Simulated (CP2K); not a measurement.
**GaAs: band structure with PBE**

**Experimental background.**

From “Evidence of valence band perturbations in GaAsN/GaAs(001): A combined variable-angle spectroscopic ellipsometry and modulated photoreflectance investigation”, 2008, arxiv:0805.2212, for a bulk crystal of GaAs at 300 K: band gap 1.418 ± 0.005 eV (direct).

The system is GaAs.

```
CELL_PARAMETERS angstrom
3.99777 0.00000 0.00000
1.99888 3.46217 0.00000
1.99888 1.15406 3.26417
ATOMIC_POSITIONS crystal
As 0.75000 0.75000 0.75000
Ga 0.00000 0.00000 0.00000
```

```
Program                                : CP2K 2026.2
Task                                   : band structure
Functional                             : PBE
Potentials or basis                    : GTH_POTENTIALS As GTH-PBE-q5, Ga GTH-PBE-q13; DZVP-MOLOPT-SR-GTH basis
Density cutoff                         : 6123 eV
k mesh                                 : 8 × 8 × 8
Occupations                            : fermi-dirac, width 0.05 eV
Spin                                   : no spin polarisation
SCF solver                             : diagonalisation with k points
Quickstep method                       : GPW
EPS_DEFAULT                            : 1.0E-10
EPS_SCF                                : 1.0E-6
MAX_SCF                                : 100
SCF_GUESS                              : ATOMIC
k points reduced by the point group    : yes
Mesh centred on Gamma                  : yes
CHOLESKY                               : OFF
EPS_EIGVAL                             : 1.0E-7
MIXING METHOD                          : BROYDEN_MIXING
MIXING ALPHA                           : 0.4
NBUFFER                                : 8
NGRIDS                                 : 5
Basis sets                             : As DZVP-MOLOPT-SR-GTH-q5, Ga DZVP-MOLOPT-SR-GTH-q13
Potentials                             : As GTH-PBE-q5 of GTH_POTENTIALS, Ga GTH-PBE-q13 of GTH_POTENTIALS
ADDED_MOS                              : [10]
Points a segment of the path (NPOINTS) : 10
Bands added on the path                : 6
REL_CUTOFF (Ry)                        : 60 Ry
MIXING BETA (1/bohr)                   : 1.5 1/bohr
CUTOFF of the grids                    : 450 Ry
```

* Pressure: 4.2 GPa
* Band gap on the k mesh: 0.50 eV, direct
* Band gap along the path: 0.50 eV, direct
* Mulliken charges: As -0.20; Ga +0.20 e
* Hirshfeld charges: As -0.13; Ga +0.13 e

Levels at the corners of the path, in eV from the valence-band top:
```tsv
point	band 6	band 7	band 8	band 9	band 10	band 11	band 12	band 13
Γ	-12.75	0.00	0.00	0.00	0.50	3.77	3.77	3.77
X	-10.26	-6.85	-2.70	-2.70	1.56	1.68	10.45	10.45
W	-10.20	-6.67	-3.55	-3.37	4.67	4.84	5.61	6.35
K	-10.30	-6.66	-3.88	-2.28	2.01	4.74	8.29	8.30
Γ	-12.75	0.00	0.00	0.00	0.50	3.77	3.77	3.77
L	-11.00	-6.66	-1.15	-1.15	1.01	4.75	4.75	8.85
U	-10.30	-6.66	-3.88	-2.28	2.01	4.74	8.29	8.30
W	-10.20	-6.67	-3.55	-3.37	4.67	4.84	5.61	6.35
L	-11.00	-6.66	-1.15	-1.15	1.01	4.75	4.75	8.85
K	-10.30	-6.66	-3.88	-2.28	2.01	4.74	8.29	8.30
U	-10.30	-6.66	-3.88	-2.28	2.01	4.74	8.29	8.30
X	-10.26	-6.85	-2.70	-2.70	1.56	1.68	10.45	10.45
```

Wall time 24 s on 1 thread of Arm Neoverse V2, with other jobs on the host, peak memory 0.28 GiB.

Against the measured gap of GaAs, 1.418 eV (direct; 300 K; “Evidence of valence band perturbations in GaAsN/GaAs(001): A combined variable-angle spectroscopic ellipsometry and modulated photoreflectance investigation”, 2008, arxiv:0805.2212), the calculated 0.50 eV is off by -0.92 eV. 3 values of this kind are on record (1.412 to 1.51 eV); this one was drawn at random among those near their median, those with a stated uncertainty first. Spin-orbit coupling on As, Ga is left out. The value is that of PBE in an atomic basis (GTH_POTENTIALS As GTH-PBE-q5, Ga GTH-PBE-q13; DZVP-MOLOPT-SR-GTH basis), whose error adds to the functional's,, without temperature or zero-point motion. Semilocal functionals fall short of measured gaps as a rule.

Caveat: Mulliken charges move with the basis; the basis of atomic orbitals isn't converged, which shifts pressures, moduli and gaps; the real-space grid breaks the cell's symmetry a little.
